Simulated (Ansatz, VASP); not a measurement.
# CoO in VASP and in Ansatz

File INCAR:

```
SYSTEM = CoO
ALGO = Normal
EDIFF = 1E-6
ENCUT = 520
GGA = PE
ISIF = 2
ISMEAR = -1
ISPIN = 2
LASPH = .True.
LCHARG = .False.
LMAXMIX = 4
LORBIT = 11
LREAL = .False.
LWAVE = .False.
MAGMOM = 2 0
NBANDS = 18
NELM = 150
PREC = Accurate
SIGMA = 0.08
```

KPOINTS

```
k-points
0
Gamma
  13 13 13
  0 0 0
```

POSCAR

```
CoO
1.0
    0.0000000000      2.0950741128      2.0950741128
    2.0950741128      0.0000000000      2.0950741128
    2.0950741128      2.0950741128      0.0000000000
Co O
1 1
Direct
    0.0000000000      0.0000000000      0.0000000000
    0.5000000000      0.5000000000      0.5000000000
```

Input for Ansatz:

```yaml
crystal:
  lattice:
    - [0.0, 2.0950741128, 2.0950741128]
    - [2.0950741128, 0.0, 2.0950741128]
    - [2.0950741128, 2.0950741128, 0.0]
  atoms:
    - { symbol: Co, position: [0.0, 0.0, 0.0], spin: 2.0 }
    - { symbol: O, position: [0.5, 0.5, 0.5] }
magnetization:
  spin_polarized: true
kpoints:
  mp_grid: { grid: [13, 13, 13] }
scf:
  occupations: { method: fermi_dirac, width: 0.08 }
hamiltonian:
  xc: pbe
  pseudopotentials: { kind: all_electron, lapw: { basis_error: 0.00025 } }
output:
  forces: true
  stress: true
  eigenvalues: true
```

Change from the starting cell: volume scaled by 0.96.

Alike in both runs: task single point; functional PBE; k mesh 13 × 13 × 13; occupations fermi-dirac, width 0.08 eV; collinear spin.

|  | VASP | Ansatz |
| --- | --- | --- |
| version | VASP 6.6.1 | Ansatz 0.2.0 |
| potentials or method | VASP PAW PBE potentials, release 64 (Co, O) | all-electron LAPW, scalar-relativistic |
| plane-wave cutoff (eV) | 520 | see its input |

VASP gave:

* pressure (GPa): 6.3
* net moment per atom (μB): 1.34
* size of the moment on the site where the two differ most (μB): 2.40

Question: Which values does Ansatz return?

Answer: Pressure (GPa): 6.9; net moment per atom (μB): 1.37; size of the moment on the site where the two differ most (μB): 2.44.

Site moments also hang on the region over which each program counts them. Ansatz ran all-electron here, so the differences hold the error of VASP's frozen core and of both bases.

Caveats: a cell with one magnetic atom can't hold antiferromagnetic order, which such compounds often take; semilocal functionals often make such compounds metallic where correlation or magnetic order opens a gap, which also shifts bond lengths.
